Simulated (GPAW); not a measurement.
Crystal: CuO.

```
Cu O
1.0
     2.83633    0.00000    0.00000
    -1.41816    2.45633    0.00000
     0.00000    0.00000    2.76811
Cu O
1 1
Direct
  0.00000 0.00000 0.00000
  0.66667 0.33333 0.50000
```

Measurements of this composition are mostly on another form, of space group No. 15.

Program: GPAW 26.7.0. Alike in all runs: cell as given; cutoff (eV) 800.

Order these runs on this cell by their pressure, lowest first.
A. level revPBE; potentials or basis the program's PAW data sets (release 1.2.1) made for this functional, pw; spin off; k mesh 8 × 8 × 7; smearing fermi-dirac 0.05 eV; band path GMKGALHA,LM,KH; band points 60
B. level SCAN; potentials or basis GPAW PAW data sets (gpaw-data 1.2.1), pw; spin off; k mesh 8 × 8 × 7; smearing fermi-dirac 0.05 eV; band path GMKGALHA,LM,KH; band points 60
C. level LDA; potentials or basis PAW data sets generated in the run's folder for this functional, pw; spin off; k mesh 11 × 11 × 10; smearing fermi-dirac 0.05 eV; band path GMKGALHA,LM,KH; band points 60
D. level PW91; potentials or basis PAW data sets generated in the run's folder for this functional, pw; spin off; k mesh 8 × 8 × 7; smearing fermi-dirac 0.05 eV; band path GMKGALHA,LM,KH; band points 60
E. level r2SCAN+U; potentials or basis GPAW PAW data sets (gpaw-data 1.2.1), pw; spin collinear, ferromagnetic start; U Cu d U = 6 eV; k mesh 8 × 8 × 7; smearing gaussian 0.05 eV

C (-15.5 GPa), B (-7.2 GPa), E (-5.6 GPa), D (0.1 GPa), A (5.1 GPa).

Caveats: an odd number of electrons without spin polarisation forces a metal (some runs); a magnetic or distorted state may lie lower (some runs); the PAW data sets were made with another functional, which shifts forces and pressure a little (some runs); a cell with one magnetic atom can't hold antiferromagnetic order, which such compounds often take (some runs).

Not every run made on this cell is shown here.
